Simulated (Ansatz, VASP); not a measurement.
Ge in VASP and in Ansatz

```
Ge
1.0
     0.00000    2.82891    2.82891
     2.82891    0.00000    2.82891
     2.82891    2.82891    0.00000
Ge
2
Direct
  0.75000 0.75000 0.75000
  0.50000 0.50000 0.50000
```

Alike in both runs: task single point; functional PBE; k mesh 8 × 8 × 8; occupations gaussian, width 0.028 eV; no spin polarisation.

|  | VASP | Ansatz |
| --- | --- | --- |
| version | VASP 6.6.1 | Ansatz 0.2.0 |
| potentials or method | VASP PAW PBE potentials, release 64 (Ge_d) | Ansatz PAW |
| plane-wave cutoff (eV) | 520 | 420 |
| valence electrons in the cell | 28 | 28 |

```csv
,VASP,Ansatz,Ansatz less VASP
gap on the k mesh at the Fermi level (eV),0.03,0.03,-0.005
least direct gap on the mesh (eV),0.03,0.03,-0.005
pressure (GPa),3.5,3.6,+0.12
```

A k mesh can miss the band edges.
